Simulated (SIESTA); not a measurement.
# SiC (Moissanite 6H) under changes of volume

One of the cells (10.487 Å³/atom); the others are scaled copies at fixed shape and fractional positions:

```
Si C
1.0
     3.09500    0.00000    0.00000
    -1.54750    2.68035    0.00000
     0.00000    0.00000   15.17000
Si C
6 6
Direct
  0.66667 0.33333 0.45830
  0.33333 0.66667 0.95830
  0.66667 0.33333 0.79170
  0.33333 0.66667 0.29170
  0.00000 0.00000 0.62500
  0.00000 0.00000 0.12500
  0.66667 0.33333 0.33330
  0.33333 0.66667 0.83330
  0.66667 0.33333 0.66670
  0.33333 0.66667 0.16670
  0.00000 0.00000 0.50000
  0.00000 0.00000 0.00000
```

```yaml
Program: SIESTA 5.4.2
Functional: LDA
Potentials_or_basis: PseudoDojo 0.4 standard (LDA files)
Basis: DZP (energy shift 0.003 Ry)
Grid_cutoff: 500 Ry
Energy_shift: 0.003 Ry
k_mesh: 8 × 8 × 2
Occupations: fermi-dirac, width 0.05 eV
Spin: no spin polarisation
```

```csv
volume (Å³/atom),energy over the lowest point (meV/atom),pressure (GPa),gap on the mesh (eV),largest force (eV/Å)
9.858,?,?,?,?
10.068,2.29,4.2,1.97,0.150
10.277,0.00,-0.6,1.97,0.147
10.487,3.74,-5.0,1.97,0.143
10.697,12.94,-9.0,1.98,0.140
10.907,27.08,-12.5,1.98,0.137
11.116,45.65,-15.7,1.98,0.134
```

Task: What does the run at 9.858 Å³/atom give?

Result: Energy over the lowest point 11.29 meV/atom; pressure 9.6 GPa; gap on the mesh 1.96 eV; largest force 0.154 eV/Å.

Worked out: A Birch-Murnaghan fit of order 3 (a polynomial in V^(-2/3)) to the other rows has its minimum at 10.25 Å³/atom with B0 = V·E''(V) = 227 GPa and B' = 3.8 at fixed shape and positions, which overstates the stiffness. It gives 11.22 meV/atom at 9.858 Å³/atom, against the run's 11.29, and -dE/dV = 9.5 GPa, against 9.6. A straight line through the other rows of the gap, of slope 0.13 eV per unit of ln V, extrapolates to 1.97 eV, against the run's 1.96.

Energies are extrapolated to zero smearing.

Caveats: the basis of atomic orbitals isn't converged, which shifts pressures, moduli and gaps.

A mesh can miss the band edges.
